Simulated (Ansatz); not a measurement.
# BN (P6_3mc) in Ansatz: a series of runs, part 2 of 2

Ansatz 0.2.0.

### 3 Projected density of states, BLYP (atoms moved at random, drawn with an rms of 0.02 Å)

Input file input.yaml:

```yaml
crystal:
  lattice:
    - [2.5539396017, 0.0, 0.0]
    - [-1.2769698009, 2.2117765748, 0.0]
    - [0.0, 0.0, 4.226855]
  atoms:
    - { symbol: "N", position: [0.33464, 0.670657, 0.122273] }
    - { symbol: "N", position: [0.661799, 0.329741, 0.627678] }
    - { symbol: B, position: [0.328538, 0.665738, 0.504524] }
    - { symbol: B, position: [0.665203, 0.329338, 0.99753] }
hamiltonian:
  xc: blyp
  pseudopotentials: { kind: paw, source: jth }
kpoints:
  mp_grid: { grid: [9, 9, 5] }
scf:
  occupations: { method: methfessel_paxton, width: 0.05 }
  n_extra_bands: 10
output:
  forces: true
  stress: true
  eigenvalues: true
  dos: { projected: true, de: 0.05, nscf_kmesh: { grid: [14, 14, 8] } }
```

Potentials or basis: JTH PAW.

Started as:

```bash
$ ansatz run input.yaml --threads 2 --pin off --max-ram 5120MiB --backend cpu --events-out ev --progress --plain --runs-dir out
```

Wall time 94 s (2 threads of Arm Neoverse V1, shared host); peak memory 1 GiB.

Results (log left out):

```
Free energy            : -1087.9843 eV
Pressure               : 6.4 GPa
Largest force          : 0.703 eV/Å
Band gap on the k mesh : 5.60 eV, indirect (least direct gap 8.31 eV)
```

Forces in eV/Å, atoms in the order of the input:
```
N    0.006 -0.414  0.567
N   -0.012  0.120 -0.372
B    0.110 -0.060 -0.677
B   -0.104  0.355  0.482
```

Stress tensor (GPa, compression positive):
```
 5.91 -0.07  0.00
-0.07  6.87 -0.13
 0.00 -0.13  6.42
```

Levels at points of the mesh, in eV from the valence-band top:
| k point | band 5 | band 6 | band 7 | band 8 | band 9 | band 10 | band 11 | band 12 |
| --- | --- | --- | --- | --- | --- | --- | --- | --- |
| (0.00, 0.00, 0.00) | -2.06 | -0.27 | -0.16 | 0.00 | 8.31 | 8.48 | 8.53 | 9.60 |

States per cell in windows of 0.5 eV (zero at the valence-band top; states under -8 eV left out):
```
from (eV)  total  N 2p  B 2p  B 2s  N 2s
     -8.0   0.54  0.34  0.10  0.07  0.03
     -7.5   0.53  0.33  0.11  0.06  0.03
     -7.0   0.54  0.34  0.12  0.06  0.03
     -6.5   0.55  0.35  0.13  0.05  0.02
     -6.0   0.64  0.41  0.15  0.05  0.02
     -5.5   0.66  0.43  0.16  0.04  0.02
     -5.0   0.76  0.51  0.20  0.04  0.02
     -4.5   0.82  0.56  0.21  0.03  0.02
     -4.0   0.89  0.61  0.23  0.03  0.02
     -3.5   1.03  0.73  0.26  0.03  0.01
     -3.0   1.15  0.84  0.28  0.02  0.01
     -2.5   0.75  0.57  0.17  0.01  0.01
     -2.0   0.48  0.37  0.10  0.01  0.00
     -1.5   0.32  0.26  0.06  0.00  0.00
     -1.0   0.20  0.17  0.03  0.00  0.00
     -0.5   0.07  0.06  0.01  0.00  0.00
      0.0   0.00  0.00  0.00  0.00  0.00
      0.5   0.00  0.00  0.00  0.00  0.00
      1.0   0.00  0.00  0.00  0.00  0.00
      1.5   0.00  0.00  0.00  0.00  0.00
      2.0   0.00  0.00  0.00  0.00  0.00
      2.5   0.00  0.00  0.00  0.00  0.00
      3.0   0.00  0.00  0.00  0.00  0.00
      3.5   0.00  0.00  0.00  0.00  0.00
      4.0   0.00  0.00  0.00  0.00  0.00
      4.5   0.00  0.00  0.00  0.00  0.00
      5.0   0.00  0.00  0.00  0.00  0.00
      5.5   0.01  0.00  0.00  0.00  0.00
      6.0   0.04  0.01  0.02  0.00  0.00
      6.5   0.12  0.02  0.07  0.00  0.01
      7.0   0.61  0.07  0.31  0.06  0.10
      7.5   0.69  0.08  0.37  0.06  0.11
```

Caveat: odd divisions of the mesh miss points on the zone boundary, where band edges often lie, so the gap on the mesh can be too wide. A k mesh can miss the band edges.

### 4 Projected density of states, RPBE+D4, collinear spin, antiferromagnetic start (cell strained at random at fixed volume)

Input file run.py:

```python
import json

import ase.io
import numpy as np

import ansatz as az

atoms = ase.io.read("POSCAR", format="vasp")
atoms.set_initial_magnetic_moments([0.5, -0.5, 0.0, 0.0])

calculation = (
    az.Crystal.from_ase(atoms)
    .calculation()
    .kpoints(9, 9, 5)
    .functional("rpbe", dispersion="d4")
    .pseudopotentials(kind="paw", partial_waves="polarizable")
    .spin("collinear")
    .scf(extra_bands=10)
    .occupations(method="gaussian", width=0.02)
    .density()
    .potential()
    .output_files(volumetric_format="npy")
    .electron_localization_function()
    .density_of_states(energy_step=0.05, projected=True, nscf_kmesh=(14, 14, 8))
    .forces()
    .stress()
    .band_table(publish=True)
)
outcome = calculation.run(threads=2, events_out="events.jsonl")

report = outcome.report
for line in open("events.jsonl"):
    event = json.loads(line)
    if event["event"] == "scf_iter":
        d = event["data"]
        print(f"SCF {d['iter']:3d}  HF = {d['harris_foulkes_ev']:.6f} eV  dr2 = {d['dr2_ev']:.2e} eV")
    elif event["event"] in ("relax_step", "md_step"):
        d = event["data"]
        print(f"{event['event']} {d['step']:3d}  E = {d['lagrangian_ev']:.6f} eV")
np.set_printoptions(precision=5, suppress=True, linewidth=110)
print("converged:", report["converged"], "after", report["n_iterations"], "iterations")
print(f"free energy {report['free_energy_ev']:.6f} eV, Fermi level {report['fermi_energy_ev']:.4f} eV")
for key in ("band_edges_ev", "magnetization_mub", "site_moments_mub", "site_moments_nc_mub", "forces_ev_ang",
                "stress_gpa", "kpoints_frac", "eigenvalues_ev"):
    if report.get(key) is not None:
        print(key, np.array(report[key]), sep="\n")
```

Input file POSCAR:

```
BN
1.0
    2.5519940000      0.0123000000     -0.0107140000
   -1.2653450000      2.1631970000     -0.0145840000
   -0.0177320000     -0.0381090000      4.3133370000
N B
2 2
Direct
    0.3333333333      0.6666666667      0.1252760000
    0.6666666667      0.3333333333      0.6252760000
    0.3333333333      0.6666666667      0.4997240000
    0.6666666667      0.3333333333      0.9997240000
```

Potentials or basis: Ansatz PAW polarizable.

Started as:

```bash
$ python run.py
```

Run time: 48 s. Hardware: 2 threads of Arm Neoverse V1, shared host; peak memory 0.65 GiB.

Results (log left out):

* Free energy: -1091.7241 eV
* Pressure: -8.6 GPa
* Largest force: 0.179 eV/Å
* Band gap on the k mesh: 5.11 eV, indirect (least direct gap 7.50 eV)
* Net moment: 0.00 μB per cell
* Absolute moment: 0.00 μB per cell

Forces on the atoms (eV/Å):
```
N   -0.018 -0.043 -0.030
N    0.055  0.171 -0.005
B   -0.036 -0.126  0.007
B   -0.001 -0.001  0.028
```

Stress tensor (GPa, compression positive):
```
 -6.74  -4.20   2.75
 -4.20   9.08   5.91
  2.75   5.91 -28.13
```

Levels at points of the mesh, in eV from the valence-band top:
Spin up:
| k point | band 6 | band 7 | band 8 | band 9 | band 10 | band 11 |
| --- | --- | --- | --- | --- | --- | --- |
| (0.00, 0.00, 0.00) | -0.48 | -0.13 | 0.00 | 7.50 | 8.38 | 8.72 |
Spin down:
```csv
k point,band 4,band 5,band 6,band 7,band 8,band 9,band 10,band 11,band 12,band 13
"(0.00, 0.00, 0.00)",-2.03,-1.89,-0.48,-0.13,0.00,7.50,8.38,8.72,10.02,10.79
```

States per cell in windows of 1 eV (zero at the valence-band top; states under -8 eV left out):
```csv
from (eV),up,down,N 2p up,N 2p down,B 2p up,B 2p down,B 2s up,B 2s down
-8.0,0.50,0.50,0.31,0.31,0.11,0.11,0.06,0.06
-7.0,0.58,0.58,0.36,0.36,0.14,0.14,0.05,0.05
-6.0,0.64,0.64,0.42,0.42,0.16,0.16,0.04,0.04
-5.0,0.82,0.82,0.55,0.55,0.22,0.22,0.03,0.03
-4.0,1.06,1.06,0.74,0.74,0.27,0.27,0.03,0.03
-3.0,0.75,0.75,0.55,0.55,0.17,0.17,0.01,0.01
-2.0,0.36,0.36,0.28,0.28,0.07,0.07,0.00,0.00
-1.0,0.10,0.10,0.09,0.09,0.01,0.01,0.00,0.00
0.0,0.00,0.00,0.00,0.00,0.00,0.00,0.00,0.00
1.0,0.00,0.00,0.00,0.00,0.00,0.00,0.00,0.00
2.0,0.00,0.00,0.00,0.00,0.00,0.00,0.00,0.00
3.0,0.00,0.00,0.00,0.00,0.00,0.00,0.00,0.00
4.0,0.00,0.00,0.00,0.00,0.00,0.00,0.00,0.00
5.0,0.02,0.02,0.01,0.01,0.01,0.01,0.00,0.00
6.0,0.31,0.31,0.05,0.05,0.15,0.15,0.02,0.02
7.0,0.72,0.72,0.08,0.08,0.38,0.38,0.06,0.06
```

Caveat: the potentials were made for another functional, which shifts forces and pressure; odd divisions of the mesh miss points on the zone boundary, where band edges often lie, so the gap on the mesh can be too wide; the pressure holds a Pulay correction of +0.9 GPa for the finite cutoff; the starting moments weren't kept. A k mesh can miss the band edges.

### 5 Single point, PBE+D4, 5.97 Å³/atom

Input file input.yaml:

```yaml
crystal:
  lattice:
    - [2.5539396, 0.0, 0.0]
    - [-1.2769698, 2.2117765733, 0.0]
    - [0.0, 0.0, 4.226855]
  atoms:
    - { symbol: "N", position: [0.3333333333, 0.6666666667, 0.125276] }
    - { symbol: "N", position: [0.6666666666, 0.3333333333, 0.625276] }
    - { symbol: B, position: [0.3333333333, 0.6666666667, 0.499724] }
    - { symbol: B, position: [0.6666666666, 0.3333333333, 0.999724] }
hamiltonian:
  xc: pbe
  pseudopotentials: { kind: nc, accuracy: standard }
  dispersion: d4
kpoints:
  mp_grid: { grid: [12, 12, 6] }
scf:
  occupations: { method: methfessel_paxton, width: 0.1 }
output:
  forces: true
  stress: true
  eigenvalues: true
```

Potentials or basis: PseudoDojo standard (PBE files).

Started as:

```bash
$ ansatz run input.yaml --threads 2 --pin off --max-ram 5120MiB --backend cpu --events-out ev --progress --plain --runs-dir out
```

Run time: 6.2 s. Hardware: 2 threads of Arm Neoverse V1, shared host; peak memory 0.35 GiB.

Results (log left out):

| Item | Value |
| --- | --- |
| Free energy | -730.2867 eV |
| Pressure | -5.9 GPa |
| Largest force | 0.017 eV/Å |
| Band gap on the k mesh | 5.27 eV, indirect (least direct gap 8.29 eV) |

### 6 The runs side by side

```tsv
level	potentials or basis	spin	cell	cutoff (eV)	smearing	driver	other keys	gap on the mesh (eV)	pressure (GPa)	largest force (eV/Å)
BLYP	JTH PAW	off	atoms moved at random, drawn with an rms of 0.02 Å	1320	methfessel-paxton 0.05 eV	chain	-	5.60	6.4	0.70
BLYP	JTH PAW	off	atoms moved at random, drawn with an rms of 0.02 Å	1320	methfessel-paxton 0.05 eV	-	-	5.60	6.4	0.70
RPBE+D4	Ansatz PAW polarizable	collinear, antiferromagnetic start	cell strained at random at fixed volume	420	gaussian 0.02 eV	chain	hamiltonian.xc = rpbe	5.11	-8.6	0.18
```

Alike in all rows: task projected density of states; k mesh 9 × 9 × 5.

Caveats: odd divisions of the mesh miss points on the zone boundary, where band edges often lie, so the gap on the mesh can be too wide; the potentials were made for another functional, which shifts forces and pressure (some runs); the starting moments weren't kept (some runs).

Absolute energies hang on the potentials; compare differences alone.
